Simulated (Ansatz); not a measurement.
# Trial inputs on Al

The reference input for Ansatz (plane-wave DFT with PAW):

```yaml
crystal:
  lattice:
    - [-1.59121869, 1.59121869, 1.59121869]
    - [1.59121869, -1.59121869, 1.59121869]
    - [1.59121869, 1.59121869, -1.59121869]
  atoms:
    - { symbol: Al, position: [0.0, 0.0, 0.0] }
basis:
  ecutwfc: 420
kpoints:
  mp_grid: { grid: [10, 10, 10] }
hamiltonian:
  xc: pbe
scf:
  occupations: { method: gaussian, width: 0.1 }
output:
  forces: true
  stress: true
  eigenvalues: true
```

Command:

```bash
ansatz run input.yaml --threads 1 --pin off --max-ram 1331MiB --backend cpu --events-out ev --progress --plain --runs-dir out
```

The run converges in 6 SCF iterations on 47 irreducible k-points: pressure 4.32 GPa, no gap.

These settings were drawn at random to show what each does; none of the numbers is a converged property of the crystal. Each trial's input is given as a difference from the reference's; energies are extrapolated to zero smearing where there is one, and pressure is positive in compression.

Trial 1 (lattice in bohr):

```diff
 crystal:
   lattice:
-    - [-1.59121869, 1.59121869, 1.59121869]
-    - [1.59121869, -1.59121869, 1.59121869]
-    - [1.59121869, 1.59121869, -1.59121869]
+    - [-3.0069687269, 3.0069687269, 3.0069687269]
+    - [3.0069687269, -3.0069687269, 3.0069687269]
+    - [3.0069687269, 3.0069687269, -3.0069687269]
 basis:
-  ecutwfc: 420
+  ecutwfc: "34 Ry"
+  precision: f64
 hamiltonian:
-  xc: pbe
+  xc: revpbe
 scf:
+  max_iter: 82
```

The run converges in 6 SCF iterations on 47 irreducible k-points: pressure -1.38 GPa, no gap.

Trial 2:

```diff
 basis:
-  ecutwfc: 420
+  ecutwfc: 490
+  xc_grid: 4
```

The run converges in 6 SCF iterations on 47 irreducible k-points: energy 0.46 meV per atom below the reference, pressure 4.33 GPa, no gap.

Trial 3 (volume scaled):

```diff
 crystal:
   lattice:
-    - [-1.59121869, 1.59121869, 1.59121869]
-    - [1.59121869, -1.59121869, 1.59121869]
-    - [1.59121869, 1.59121869, -1.59121869]
+    - [-1.6909221764, 1.6909221764, 1.6909221764]
+    - [1.6909221764, -1.6909221764, 1.6909221764]
+    - [1.6909221764, 1.6909221764, -1.6909221764]
 kpoints:
-  mp_grid: { grid: [10, 10, 10] }
+  mp_grid: { grid: [6, 6, 6] }
 scf:
+  mixing: { preconditioner: ldos }
+  initial_density: { chi_scale: 0, normalization: atom }
+  max_iter: 86
```

The run converges in 5 SCF iterations on 16 irreducible k-points: energy 8.79 meV per atom above the reference, pressure -7.16 GPa, no gap.

Trial 4 (strained):

```diff
 crystal:
   lattice:
-    - [-1.59121869, 1.59121869, 1.59121869]
-    - [1.59121869, -1.59121869, 1.59121869]
-    - [1.59121869, 1.59121869, -1.59121869]
+    - [-1.5636929947, 1.567157238, 1.5330781832]
+    - [1.5851223913, -1.5850721999, 1.5724225417]
+    - [1.5901457403, 1.6115249455, -1.5509931451]
 basis:
-  ecutwfc: 420
+  ecutwfc: "24 Ha"
 scf:
-  occupations: { method: gaussian, width: 0.1 }
+  occupations: { method: fermi_dirac, width: "300 K" }
```

The run converges in 6 SCF iterations on 504 irreducible k-points: energy 19.4 meV per atom above the reference, pressure 7.01 GPa, no gap.

Trial 5:

```diff
 kpoints:
-  mp_grid: { grid: [10, 10, 10] }
+  mp_grid: { grid: [4, 4, 4], shift: [0.25, 0.25, 0.25] }
 scf:
-  occupations: { method: gaussian, width: 0.1 }
+  occupations: { method: fermi_dirac, width: 0.015 }
```

The run converges in 6 SCF iterations on 8 irreducible k-points: energy 127 meV per atom above the reference, pressure 3.89 GPa, no gap.

Trial 6:

```diff
 kpoints:
-  mp_grid: { grid: [10, 10, 10] }
+  mp_grid: { grid: [6, 6, 6] }
 scf:
+  convergence: { dr2_threshold: "1e-11 eV" }
```

The run converges in 6 SCF iterations on 16 irreducible k-points: energy 39.5 meV per atom below the reference, pressure 4.28 GPa, no gap.

Trial 7:

```diff
 kpoints:
-  mp_grid: { grid: [10, 10, 10] }
+  mp_grid: { grid: [4, 4, 4], shift: [0.5, 0.5, 0] }
 hamiltonian:
-  xc: pbe
+  xc: lda
 scf:
-  occupations: { method: gaussian, width: 0.1 }
+  occupations: { method: cold, width: 0.024 }
+  mixing: { beta: 0.048 }
+  initial_density: { chi_scale: 0, normalization: atom }
+  algorithm: density_mixing
+  max_iter: 56
```

The run converges in 5 SCF iterations on 15 irreducible k-points: pressure 0.36 GPa, no gap. It warns that the mesh lowers the symmetry.

Trial 8:

```diff
 basis:
-  ecutwfc: 420
+  ecutwfc: 190
 scf:
-  occupations: { method: gaussian, width: 0.1 }
+  occupations: { method: tetrahedron_uncorrected }
```

The run converges in 6 SCF iterations on 47 irreducible k-points: energy 506 meV per atom above the reference, pressure 6.54 GPa (unreliable at so low a cutoff), no gap. It warns that the printed bands weren't solved further after the SCF; that the cutoff lies under the recommended one, 420 eV for these potentials.

Trial 9:

```diff
 basis:
-  ecutwfc: 420
+  ecutwfc: 470
 kpoints:
-  mp_grid: { grid: [10, 10, 10] }
+  mp_grid: { kspacing: 0.72 }
 scf:
+  max_iter: 20
```

The run converges in 6 SCF iterations on 8 irreducible k-points: energy 265 meV per atom above the reference, pressure 4.20 GPa, no gap.

Trial 10 (strained):

```diff
 crystal:
   lattice:
-    - [-1.59121869, 1.59121869, 1.59121869]
-    - [1.59121869, -1.59121869, 1.59121869]
-    - [1.59121869, 1.59121869, -1.59121869]
+    - [-1.554744417, 1.6366900275, 1.8480711322]
+    - [1.5358463965, -1.5838218915, 1.7763049757]
+    - [1.4472084625, 1.476285937, -1.7952029961]
 basis:
+  ecutrho_ratio: 5
 kpoints:
-  mp_grid: { grid: [10, 10, 10] }
+  mp_grid: { kspacing: 0.65 }
 scf:
-  occupations: { method: gaussian, width: 0.1 }
+  occupations: { method: tetrahedron }
+  n_extra_bands: 20
```

The run converges in 5 SCF iterations on 63 irreducible k-points: energy 35.4 meV per atom below the reference, pressure -0.60 GPa, no gap. It warns that the printed bands weren't solved further after the SCF; that forces and stress under tetrahedra may miss the energy's slope.